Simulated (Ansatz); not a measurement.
# Zinc, hcp under LDA: convergence with the plane-wave cutoff, part 2 of 2

A convergence test of the plane-wave cutoff. The geometry was relaxed under LDA beforehand and stays fixed; 9 values are run, from 150 to 800 eV. Wanted are the values from which on the energy stays within 10 and 1 meV/atom, and the pressure within 0.5 GPa, of the last run. Within the series other settings stay, but some runs also write fields, which adds to their time. Spin polarisation is left out.

Ansatz 0.2.0; DFT LDA, plane waves with PAW, scalar-relativistic.

### 7 With a cutoff of 350 eV

The run at 350 eV.

Input file input.yaml:

```yaml
crystal:
  lattice:
    - [2.5709734941, 0.0, 0.0]
    - [-1.285486747, 2.2265283583, 0.0]
    - [0.0, 0.0, 4.7361908757]
  atoms:
    - { symbol: Zn, position: [0.3333333333, 0.6666666667, 0.25] }
    - { symbol: Zn, position: [0.6666666667, 0.3333333333, 0.75] }
hamiltonian:
  xc: lda
  pseudopotentials:
    kind: paw
    azcp:
      Zn: "pseudopotentials/Zn.paw.azcp"
basis:
  ecutwfc: 350
  fft_grid_basis: typed
kpoints:
  mp_grid: { grid: [14, 14, 7], shift: [0, 0, 0] }
magnetization:
  spin_polarized: false
scf:
  occupations: { method: fermi_dirac, width: 0.1 }
  lower_state_search: "off"
output:
  stress: true
  write_density: true
  write_potential: true
  elf: true
  volumetric_format: npy
```

On the command line:

```
$ ansatz run input.yaml --threads 2 --pin off --max-ram 5120MiB --backend cpu --events-out ev --progress --plain --runs-dir out
```

The log of the run (excerpt; [...] marks lines left out):

```text
Warning: basis.ecutwfc = 350 eV is below the records' recommended 420 eV, and the density's cutoff is lower with it unless basis.ecutrho_ratio is high enough to keep the records' density cutoff: compare with a run at a higher cutoff
Warning: <dir> the record states the generating functional pbe (its physics header spells it `PBE`), which answers neither for hamiltonian.xc's functional nor for the lda family's — results may be inconsistent (PPs are generated against a specific XC)
Warning: RAYON_NUM_THREADS=2 ignored (pool sized by the plan → 2); use --threads N
[...]
Pseudopotentials: kind: paw
Pseudopotential: Zn, paw, valence charge 12, recommended cutoff 420 eV (normal), <dir>
Functional definition: SPW92
[...]
Crystal: 2 atoms, lattice volume = 27.112 Å³
Basis set: ecut = 350 eV, 387 PW (Γ)
Bands: 16, of which v1, the nominal top of the filled ones, is band 12 counted from 1 (11 counted from 0)
Symmetry: 24 space group operations
Space group: P63/mmc (ITA 194), of the structure as read, at distance tolerance 3.0e-5 Å
k-points: 96 of 1372
[...]
SCF iter   1: F=—  HF=-6492.497804 eV  |F-HF|=—  |Δ(HF+E_count)|=         —  Δρ=5.80e-3  dr2=3.25e-3  ethr=1.77e-3  ⟨swp⟩=4.9  Hψ=7293  notcnv=0
[...]
SCF iter   6: F=-6492.495832 eV  HF=-6492.495832 eV  |F-HF|=4.67e-10  |Δ(HF+E_count)|=   3.73e-8  Δρ=2.19e-6  dr2=7.24e-10  ethr=4.17e-10  ⟨swp⟩=7.6  Hψ=9135  notcnv=0
[...]
SCF converged after 6 iterations
Free energy (F): -6492.495832 eV
[...]
E sigma→0 (E₀):  -6492.488902 eV
Entropy (-TS):   -0.013859 eV (-6.930 meV/atom)
Fermi energy:    12.429451 eV
[...]
--- Stress (GPa, compression-positive) ---
        0.934917      -0.000000       0.000000
       -0.000000       0.934917       0.000000
        0.000000       0.000000      -1.067544
  P = ⅓ Tr σ = 0.2674 GPa (2.674 kbar)
--- Band table (eV; the first three rows and the last of 96) ---
  k-point 0: bands = ["1.0987", "3.2592", "4.1436", "4.4138", "4.4138", "4.4793", "4.4793", "4.8767", "4.8767", "5.1460", "5.1460", "8.3024", "9.5716", "27.2394", "31.0489", "31.0489"]
[...]
```

Wall time 1.3 s (2 threads of Intel Xeon Platinum 8488C (Sapphire Rapids), shared host); peak memory 0.45 GiB.

### 8 With a cutoff of 420 eV

The run at 420 eV.

Changes to input.yaml since step 7:

```diff
@@ -15,3 +15,3 @@
 basis:
-  ecutwfc: 350
+  ecutwfc: 420
   fft_grid_basis: typed
@@ -26,5 +26 @@
   stress: true
-  write_density: true
-  write_potential: true
-  elf: true
-  volumetric_format: npy
```

On the command line:

```
$ ansatz run input.yaml --threads 2 --pin off --max-ram 5120MiB --backend cpu --events-out ev --progress --plain --runs-dir out
```

The log of the run (excerpt; [...] marks lines left out):

```text
Warning: <dir> the record states the generating functional pbe (its physics header spells it `PBE`), which answers neither for hamiltonian.xc's functional nor for the lda family's — results may be inconsistent (PPs are generated against a specific XC)
Warning: RAYON_NUM_THREADS=2 ignored (pool sized by the plan → 2); use --threads N
[...]
Pseudopotentials: kind: paw
Pseudopotential: Zn, paw, valence charge 12, recommended cutoff 420 eV (normal), <dir>
Functional definition: SPW92
[...]
Crystal: 2 atoms, lattice volume = 27.112 Å³
Basis set: ecut = 420 eV, 525 PW (Γ)
Bands: 16, of which v1, the nominal top of the filled ones, is band 12 counted from 1 (11 counted from 0)
Symmetry: 24 space group operations
Space group: P63/mmc (ITA 194), of the structure as read, at distance tolerance 3.0e-5 Å
k-points: 96 of 1372
[...]
SCF iter   1: F=—  HF=-6492.515115 eV  |F-HF|=—  |Δ(HF+E_count)|=         —  Δρ=6.08e-3  dr2=3.63e-3  ethr=1.77e-3  ⟨swp⟩=5.1  Hψ=7479  notcnv=0
[...]
SCF iter   6: F=-6492.514481 eV  HF=-6492.514481 eV  |F-HF|=4.41e-10  |Δ(HF+E_count)|=   8.55e-8  Δρ=5.86e-6  dr2=3.58e-9  ethr=4.17e-10  ⟨swp⟩=4.3  Hψ=5617  notcnv=0
[...]
SCF converged after 6 iterations
Free energy (F): -6492.514481 eV
[...]
E sigma→0 (E₀):  -6492.507551 eV
Entropy (-TS):   -0.013860 eV (-6.930 meV/atom)
Fermi energy:    12.427822 eV
[...]
--- Stress (GPa, compression-positive) ---
        0.642815      -0.000000       0.000000
       -0.000000       0.642815       0.000000
        0.000000       0.000000      -1.106992
  P = ⅓ Tr σ = 0.0595 GPa (0.595 kbar)
```

It took 1 s on 2 threads of Intel Xeon Platinum 8488C (Sapphire Rapids), shared host; peak memory 0.45 GiB.

### 9 With a cutoff of 500 eV

The run at 500 eV.

Changes to input.yaml since step 8:

```diff
@@ -15,3 +15,3 @@
 basis:
-  ecutwfc: 420
+  ecutwfc: 500
   fft_grid_basis: typed
```

On the command line:

```
$ ansatz run input.yaml --threads 2 --pin off --max-ram 5120MiB --backend cpu --events-out ev --progress --plain --runs-dir out
```

The log of the run (excerpt; [...] marks lines left out):

```text
Warning: <dir> the record states the generating functional pbe (its physics header spells it `PBE`), which answers neither for hamiltonian.xc's functional nor for the lda family's — results may be inconsistent (PPs are generated against a specific XC)
Warning: RAYON_NUM_THREADS=2 ignored (pool sized by the plan → 2); use --threads N
[...]
Pseudopotentials: kind: paw
Pseudopotential: Zn, paw, valence charge 12, recommended cutoff 420 eV (normal), <dir>
Functional definition: SPW92
[...]
Crystal: 2 atoms, lattice volume = 27.112 Å³
Basis set: ecut = 500 eV, 677 PW (Γ)
Bands: 16, of which v1, the nominal top of the filled ones, is band 12 counted from 1 (11 counted from 0)
Symmetry: 24 space group operations
Space group: P63/mmc (ITA 194), of the structure as read, at distance tolerance 3.0e-5 Å
k-points: 96 of 1372
[...]
SCF iter   1: F=—  HF=-6492.516653 eV  |F-HF|=—  |Δ(HF+E_count)|=         —  Δρ=5.89e-3  dr2=3.40e-3  ethr=1.77e-3  ⟨swp⟩=4.9  Hψ=7793  notcnv=0
[...]
SCF iter   6: F=-6492.515878 eV  HF=-6492.515878 eV  |F-HF|=4.27e-11  |Δ(HF+E_count)|=   1.38e-7  Δρ=2.64e-6  dr2=1.05e-9  ethr=4.17e-10  ⟨swp⟩=4.6  Hψ=5814  notcnv=0
[...]
SCF converged after 6 iterations
Free energy (F): -6492.515878 eV
[...]
E sigma→0 (E₀):  -6492.508947 eV
Entropy (-TS):   -0.013861 eV (-6.930 meV/atom)
Fermi energy:    12.426717 eV
[...]
--- Stress (GPa, compression-positive) ---
        0.632249       0.000000       0.000000
       -0.000000       0.632249       0.000000
        0.000000       0.000000      -1.102523
  P = ⅓ Tr σ = 0.0540 GPa (0.540 kbar)
```

It took 1.4 s on 2 threads of Intel Xeon Platinum 8488C (Sapphire Rapids), shared host; peak memory 0.46 GiB.

### 10 With a cutoff of 600 eV

The run at 600 eV.

Changes to input.yaml since step 9:

```diff
@@ -15,3 +15,3 @@
 basis:
-  ecutwfc: 500
+  ecutwfc: 600
   fft_grid_basis: typed
```

On the command line:

```
$ ansatz run input.yaml --threads 2 --pin off --max-ram 5120MiB --backend cpu --events-out ev --progress --plain --runs-dir out
```

The log of the run (excerpt; [...] marks lines left out):

```text
Warning: <dir> the record states the generating functional pbe (its physics header spells it `PBE`), which answers neither for hamiltonian.xc's functional nor for the lda family's — results may be inconsistent (PPs are generated against a specific XC)
Warning: RAYON_NUM_THREADS=2 ignored (pool sized by the plan → 2); use --threads N
[...]
Pseudopotentials: kind: paw
Pseudopotential: Zn, paw, valence charge 12, recommended cutoff 420 eV (normal), <dir>
Functional definition: SPW92
[...]
Crystal: 2 atoms, lattice volume = 27.112 Å³
Basis set: ecut = 600 eV, 883 PW (Γ)
Bands: 16, of which v1, the nominal top of the filled ones, is band 12 counted from 1 (11 counted from 0)
Symmetry: 24 space group operations
Space group: P63/mmc (ITA 194), of the structure as read, at distance tolerance 3.0e-5 Å
k-points: 96 of 1372
[...]
SCF iter   1: F=—  HF=-6492.517964 eV  |F-HF|=—  |Δ(HF+E_count)|=         —  Δρ=6.05e-3  dr2=3.62e-3  ethr=1.77e-3  ⟨swp⟩=5.1  Hψ=7884  notcnv=0
[...]
SCF iter   7: F=-6492.516784 eV  HF=-6492.516784 eV  |F-HF|=1.42e-8  |Δ(HF+E_count)|=   3.03e-8  Δρ=1.17e-5  dr2=1.84e-8  ethr=4.17e-10  ⟨swp⟩=3.0  Hψ=6653  notcnv=0
[...]
SCF converged after 7 iterations
Free energy (F): -6492.516784 eV
[...]
E sigma→0 (E₀):  -6492.509854 eV
Entropy (-TS):   -0.013861 eV (-6.931 meV/atom)
Fermi energy:    12.427138 eV
[...]
--- Stress (GPa, compression-positive) ---
        0.624829      -0.000000       0.000000
       -0.000000       0.624829       0.000000
        0.000000       0.000000      -1.101838
  P = ⅓ Tr σ = 0.0493 GPa (0.493 kbar)
```

Wall time 1.4 s (2 threads of Intel Xeon Platinum 8488C (Sapphire Rapids), shared host); peak memory 0.48 GiB.

### 11 With a cutoff of 800 eV

The run at 800 eV.

Changes to input.yaml since step 10:

```diff
@@ -15,3 +15,3 @@
 basis:
-  ecutwfc: 600
+  ecutwfc: 800
   fft_grid_basis: typed
@@ -26 +26,5 @@
   stress: true
+  write_density: true
+  write_potential: true
+  elf: true
+  volumetric_format: npy
```

On the command line:

```
$ ansatz run input.yaml --threads 2 --pin off --max-ram 5120MiB --backend cpu --events-out ev --progress --plain --runs-dir out
```

The log of the run (excerpt; [...] marks lines left out):

```text
Warning: <dir> the record states the generating functional pbe (its physics header spells it `PBE`), which answers neither for hamiltonian.xc's functional nor for the lda family's — results may be inconsistent (PPs are generated against a specific XC)
Warning: RAYON_NUM_THREADS=2 ignored (pool sized by the plan → 2); use --threads N
[...]
Pseudopotentials: kind: paw
Pseudopotential: Zn, paw, valence charge 12, recommended cutoff 420 eV (normal), <dir>
Functional definition: SPW92
[...]
Crystal: 2 atoms, lattice volume = 27.112 Å³
Basis set: ecut = 800 eV, 1359 PW (Γ)
Bands: 16, of which v1, the nominal top of the filled ones, is band 12 counted from 1 (11 counted from 0)
Symmetry: 24 space group operations
Space group: P63/mmc (ITA 194), of the structure as read, at distance tolerance 3.0e-5 Å
k-points: 96 of 1372
[...]
SCF iter   1: F=—  HF=-6492.519770 eV  |F-HF|=—  |Δ(HF+E_count)|=         —  Δρ=6.22e-3  dr2=3.83e-3  ethr=1.77e-3  ⟨swp⟩=5.0  Hψ=8673  notcnv=0
[...]
SCF iter   7: F=-6492.518079 eV  HF=-6492.518079 eV  |F-HF|=9.04e-9  |Δ(HF+E_count)|=   4.99e-8  Δρ=1.00e-5  dr2=1.34e-8  ethr=4.17e-10  ⟨swp⟩=6.9  Hψ=10743  notcnv=0
[...]
SCF converged after 7 iterations
Free energy (F): -6492.518079 eV
[...]
E sigma→0 (E₀):  -6492.511148 eV
Entropy (-TS):   -0.013861 eV (-6.931 meV/atom)
Fermi energy:    12.427707 eV
[...]
--- Stress (GPa, compression-positive) ---
        0.622086      -0.000000       0.000000
       -0.000000       0.622086       0.000000
        0.000000       0.000000      -1.099476
  P = ⅓ Tr σ = 0.0482 GPa (0.482 kbar)
--- Band table (eV; the first three rows and the last of 96) ---
  k-point 0: bands = ["1.1002", "3.2684", "4.1554", "4.4271", "4.4271", "4.4927", "4.4927", "4.8896", "4.8896", "5.1594", "5.1594", "8.3029", "9.5705", "27.2345", "30.9619", "31.0347"]
[...]
```

Run time: 2.7 s. Hardware: 2 threads of Intel Xeon Platinum 8488C (Sapphire Rapids), shared host; peak memory 0.52 GiB.

### 12 All values side by side

Energies count from the run at 800 eV.

```tsv
cutoff (eV)	plane waves at Γ	E(σ → 0) (meV/atom)	P (GPa)	SCF cycles	CPU time
150	123	30806.70	10.71	9	1.1 s
200	173	6536.65	-9.21	7	0.8 s
250	247	1206.93	3.16	7	1 s
300	337	129.97	1.50	6	1.4 s
350	387	11.12	0.27	6	1.5 s
420	525	1.80	0.06	6	1.3 s
500	677	1.10	0.05	6	1.6 s
600	883	0.65	0.05	7	2.4 s
800	1359	0.00	0.05	7	5 s
```

### 13 What came out

The summary covers parts 1 to 2.

```
                                                                     quantity                                value
                                  E(σ → 0) stays within 10 meV/atom of 800 eV                       from 420 eV on
                                             E(σ → 0) stays within 1 meV/atom                       from 600 eV on
                                                pressure stays within 0.5 GPa                       from 350 eV on
                                                           pressure at 800 eV                             0.05 GPa
                                              CPU time, dearest over cheapest                                  6.3
run at the usual settings (mesh 23×23×11 against the series' 14×14×7, 420 eV)  -0.4 meV/atom from 800 eV, 0.04 GPa
```

At 150 eV the energy differs by +30807 meV/atom and the pressure by +10.7 GPa. Each step up in cutoff lowers the energy. Total energies within 1 meV/atom need 600 eV; differences between like structures often settle sooner. The cell taken over is 11 % smaller than the measured one (15.21 Å³/atom, COD), which weighs on all values here.
